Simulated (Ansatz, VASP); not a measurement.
**Co2 in VASP and in Ansatz**

INCAR

```
ALGO = Normal
EDIFF = 1E-6
ENCUT = 520
GGA = PE
ISIF = 2
ISMEAR = -1
ISPIN = 2
LASPH = True
LCHARG = False
LMAXMIX = 4
LORBIT = 11
LREAL = False
LWAVE = False
MAGMOM = 2 -2
NBANDS = 20
NELM = 150
PREC = Accurate
SIGMA = 0.1
```

The input KPOINTS:

```
k-points
0
Gamma
  1 1 1
```

File POSCAR:

```
Co
1.0
    8.1000000000      0.0000000000      0.0000000000
    0.0000000000      8.4000000000      0.0000000000
    0.0000000000      0.0000000000      9.6000000000
Co
2
Direct
    0.5000000000      0.5000000000      0.3735000000
    0.5000000000      0.5000000000      0.6265000000
```

Input for Ansatz:

```yaml
crystal:
  lattice:
    - [8.1, 0, 0]
    - [0, 8.4, 0]
    - [0, 0, 9.6]
  atoms:
    - { symbol: Co, position: [0.5, 0.5, 0.3735], spin: 2 }
    - { symbol: Co, position: [0.5, 0.5, 0.6265], spin: -2 }
hamiltonian:
  xc: pbe
  pseudopotentials: { kind: nc }
kpoints:
  mp_grid: { grid: [1, 1, 1], shift: [0, 0, 0] }
magnetization:
  spin_polarized: true
scf:
  occupations: { method: fermi_dirac }
```

Alike in both runs: task single point; functional PBE; k mesh 1 × 1 × 1; collinear spin.

```csv
,VASP,Ansatz
version,VASP 6.6.1,Ansatz development build ahead of 0.2.0
potentials or method,"VASP PAW PBE potentials, release 64 (Co)","norm-conserving potentials, plane waves, scalar-relativistic"
plane-wave cutoff (eV),520,1306
occupations,"fermi-dirac, width 0.1 eV",fermi-dirac
```

VASP gave:

- net moment per atom (μB): 0.00
- size of the moment on the site where the two differ most (μB): 1.95

What did Ansatz give for the same quantities?

net moment per atom (μB): 0.00; size of the moment on the site where the two differ most (μB): 1.90.

Site moments also hang on the region over which each program counts them. Ansatz warned: «reached_outside_group».
